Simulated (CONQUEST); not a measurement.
Crystal: Ag.

```xyz
2
Lattice="2.8889 0.0000 0.0000 0.0000 2.8889 0.0000 0.0000 0.0000 4.0855" Properties=species:S:1:pos:R:3 pbc="T T T"
Ag    0.0000    0.0000    0.0000
Ag    1.4444    1.4444    2.0427
```

Base run:

```yaml
Program: CONQUEST 1.3
Functional: PBE
Potentials_or_basis: PseudoDojo NC PBE, DZP, grid cutoff 120 Ha
k_mesh: 9 × 9 × 7
Occupations: fermi-dirac, width 0.05 eV
Spin: no spin polarisation
```

Its results: band gap on the k mesh none (metal or under the smearing width); pressure 5.0 GPa.

Question: After a change of settings the same cell gave: band gap on the k mesh none (metal or under the smearing width); pressure 6.8 GPa. Which change was it?
A. potentials or basis from PseudoDojo NC PBE, DZP, grid cutoff 120 Ha to PseudoDojo NC PBE, DZ, grid cutoff 120 Ha
B. potentials or basis from PseudoDojo NC PBE, DZP, grid cutoff 120 Ha to PseudoDojo NC PBE, SZP, grid cutoff 120 Ha
C. potentials or basis from PseudoDojo NC PBE, DZP, grid cutoff 120 Ha to PseudoDojo NC PBE, SZ, grid cutoff 120 Ha

Answer: B.

Caveats: the basis of atomic orbitals isn't converged, which shifts pressures, moduli and gaps; the real-space grid breaks the cell's symmetry a little; the box holds several primitive cells, so bands are folded and the points are those of the box's own zone (some runs); the atomic basis is small (some runs).
